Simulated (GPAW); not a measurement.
Ce, 1 atom in the cell. It takes space group Im-3m (No. 229, cubic). Conventional cell: a = 3.887 Å, b = 3.887 Å, c = 3.887 Å, α = 90.00°, β = 90.00°, γ = 90.00°. Ce (site symmetry m-3m) has 8 Ce at 3.37 Å as nearest neighbours. This isn't the form of Ce at room conditions, which is fcc.

| Property | Result |
| --- | --- |
| Program | GPAW 26.7.0 |
| Task | band structure |
| Functional | r2SCAN |
| Potentials or basis | GPAW PAW data sets (gpaw-data 1.2.1) |
| Cutoff | 800 eV |
| Basis | pw |
| k mesh | 10 × 10 × 10 |
| Occupations | fermi-dirac, width 0.05 eV |
| Spin | collinear spin, ferromagnetic start |
| Starting moments | [1.0] μB |
| Maxiter | 150 |
| Band path | GHNGPH,PN |
| Band points | 80 |

Potentials or basis: GPAW PAW data sets (gpaw-data 1.2.1), pw.

The run is started by

```bash
$ OMP_NUM_THREADS=1 python run.py
```

Hardware: 1 thread of Intel(R) Xeon(R) Platinum 8375C CPU @ 2.90GHz (Ice Lake) (shared host).

Task: Estimate the wall time of this run.

Result: Run time: 6 min on 1 thread of Intel(R) Xeon(R) Platinum 8375C CPU @ 2.90GHz (Ice Lake) (shared host), peak memory 1.1 GiB. Counts: scf iterations 23, plane waves 1526, bands 17, k points 47.
